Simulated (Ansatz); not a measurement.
# Mo: the cost of one run

Program: Ansatz 0.2.0. Level of theory: DFT PBE, scalar-relativistic, plane waves, PAW. These are calculated values, not measurements.

The COD entry's cell or inner coordinates are ideal or old and differ from later refinements, so a difference from it is no clean test against experiment.

### Step 1. The system as given

It takes space group Im-3m (No. 229, cubic). The conventional cell has a = 3.160 Å, b = 3.160 Å, c = 3.160 Å, α = 90.00°, β = 90.00°, γ = 90.00°. Mo (site symmetry m-3m) has 8 Mo at 2.74 Å as nearest neighbours.

Structure file:

```cif
data_structure
_symmetry_space_group_name_H-M 'P 1'
_symmetry_Int_Tables_number 1
_cell_length_a 2.7370
_cell_length_b 2.7370
_cell_length_c 2.7370
_cell_angle_alpha 109.471
_cell_angle_beta 109.471
_cell_angle_gamma 109.471
_cell_volume 15.78
loop_
_atom_site_label
_atom_site_type_symbol
_atom_site_fract_x
_atom_site_fract_y
_atom_site_fract_z
_atom_site_occupancy
Mo1 Mo 0.00000 0.00000 0.00000 1
```

It is the result of an earlier relaxation at this level (volume 15.78 Å³/atom; gap on the mesh: none (metal)).

### Step 2. The scan

The energy is mapped over two homogeneous strains (x along [1 0 0], y along [0 1 0], z along [0 0 1] of the conventional cell).

The axes are (1) strain +e along x and -e along y: 7 values from −15 to 15 %; (2) strain +e along z and -e/2 along x and y: 7 values from −11.0 %.

Nothing else is relaxed (symmetry fixes all fractional coordinates). Energies count from the relaxed crystal. Points are written as (first, second).

### Step 3. Point (−10 %, −11.0 %)

Contents of input.yaml:

```yaml
crystal:
  lattice:
    - [-1.5091095603, 1.8251534473, 1.4063952971]
    - [1.5091095603, -1.8251534473, 1.4063952971]
    - [1.5091095603, 1.8251534473, -1.4063952971]
  atoms:
    - { symbol: Mo, position: [0.0, 0.0, 0.0] }
basis:
  ecutwfc: 420
kpoints:
  mp_grid: { grid: [20, 20, 20] }
hamiltonian:
  xc: pbe
scf:
  occupations: { method: gaussian, width: 0.15 }
output:
  forces: true
  stress: true
  eigenvalues: true
  write_density: true
  write_potential: true
  elf: true
  volumetric_format: npy
```

On the command line:

```console
$ ansatz run input.yaml --threads 1 --pin off --max-ram 2048MiB --backend cpu --events-out ev --progress --plain --runs-dir out
```

Q: Estimate wall time and peak memory on 1 thread of AMD EPYC 7R43 (Zen 3), shared host.

About 13 s, with a peak of 0.49 GiB.
